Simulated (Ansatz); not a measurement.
# TiAl3: further runs on the relaxed cell

One table from this session's results is given with a row withheld; the runs are named, their logs left out.

Method: DFT PBEsol, scalar-relativistic, plane waves, PAW, in Ansatz 0.2.0.

1 further run of the same task is left out (set aside as unsound or not needed).

### Starting point

It takes space group I4/mmm (No. 139, tetragonal). The conventional cell has a = 3.816 Å, b = 3.816 Å, c = 8.554 Å, α = 90.00°, β = 90.00°, γ = 90.00°. Around Ti (site symmetry 4/mmm) lie 12 Al at 2.70 to 2.87 Å. Around Al (site symmetry 4/mmm) lie 4 Ti at 2.70 Å and 8 Al at 2.87 Å. Around Al (site symmetry -4m2) lie 8 Al at 2.70 to 2.87 Å and 4 Ti at 2.87 Å.

Coordinates:

```
Ti Al
1.0
    -1.90777    1.90777    4.27700
     1.90777   -1.90777    4.27700
     1.90777    1.90777   -4.27700
Ti Al
1 3
Direct
  0.00000 0.00000 0.00000
  0.50000 0.50000 0.00000
  0.75000 0.25000 0.50000
  0.25000 0.75000 0.50000
```

It goes back to an entry of the Materials Project, which need not be the stable form.

It is the result of an earlier relaxation at this level (volume 15.57 Å³/atom; gap on the mesh: none (metal)).

The first run:

input.yaml reads:

```yaml
crystal:
  lattice:
    - [-1.9077740735, 1.9077740735, 4.2769968061]
    - [1.9077740735, -1.9077740735, 4.2769968061]
    - [1.9077740735, 1.9077740735, -4.2769968061]
  atoms:
    - { symbol: Ti, position: [0.0, 0.0, 0.0] }
    - { symbol: Al, position: [0.5, 0.5, 0.0] }
    - { symbol: Al, position: [0.75, 0.25, 0.5] }
    - { symbol: Al, position: [0.25, 0.75, 0.5] }
basis:
  ecutwfc: 420
kpoints:
  mp_grid: { grid: [16, 16, 16] }
  band_path:
    path:
      - [[0.0, 0.0, 0.0], [0.0, 0.0, 0.5], [0.25, 0.25, 0.25], [0.0, 0.5, 0.0], [0.0, 0.0, 0.0], [0.5, 0.5, -0.5], [0.29974118, 0.70025882, -0.29974118]]
      - [[-0.29974118, 0.29974118, 0.29974118], [0.0, 0.0, 0.0]]
      - [[0.0, 0.0, 0.5], [-0.09948235, 0.09948235, 0.5]]
      - [[0.5, 0.5, -0.09948235], [0.5, 0.5, -0.5]]
    npoints: 14
hamiltonian:
  xc: pbesol
scf:
  occupations: { method: gaussian, width: 0.1 }
  n_extra_bands: 10
output:
  forces: true
  stress: true
  eigenvalues: true
  populations: true
  dos: { projected: true, de: 0.02, nscf_kmesh: { grid: [24, 24, 24] } }
  bader: true
```

Launch:

```
$ ansatz run input.yaml --threads 1 --pin off --max-ram 2560MiB --backend cpu --events-out ev --progress --plain --runs-dir out
```

Steps of the session up to this table: Electronic structure at the relaxed geometry; The cell as listed, for comparison; Point at V/V0 = 0.97; The cell scaled to 1.03 of its volume; Volume × 0.94; The cell scaled to 1.06 of its volume; The cell scaled to 0.91 of its volume; Volume × 1.10; Volume × 0.88.

One table of the session follows, with a row left open; its other results are not shown here.

It belongs to the step «Energy against volume». 

| volume (Å³/atom) | energy above the lowest point (meV/atom) | pressure (GPa) |
| --- | --- | --- |
| 13.699 | 96.3 | 18.40 |
| 14.166 | 51.2 | 12.70 |
| 14.633 | 21.5 | 7.81 |
| 15.100 | ? | ? |
| 15.567 | 0.0 | 0.00 |
| 16.034 | 4.7 | -3.11 |
| 16.501 | 17.7 | -5.77 |
| 17.123 | 46.2 | -8.74 |

Q: Estimate the row for volume (Å³/atom) = 15.100 from the others.

Worked estimate for «energy above the lowest point (meV/atom)». A straight line through the neighbours (14.633, 21.5) and (15.567, 0.0) gives 21.5 + (0.0 − 21.5) × (15.100 − 14.633) / (15.567 − 14.633) = 10.7; a parabola fitted to 4 rows on both sides gives 5.0.

**Answer.** energy above the lowest point (meV/atom): 5.1; pressure (GPa): 3.60. In «energy above the lowest point (meV/atom)» the line misses by +5.6 and the parabola by -0.1.
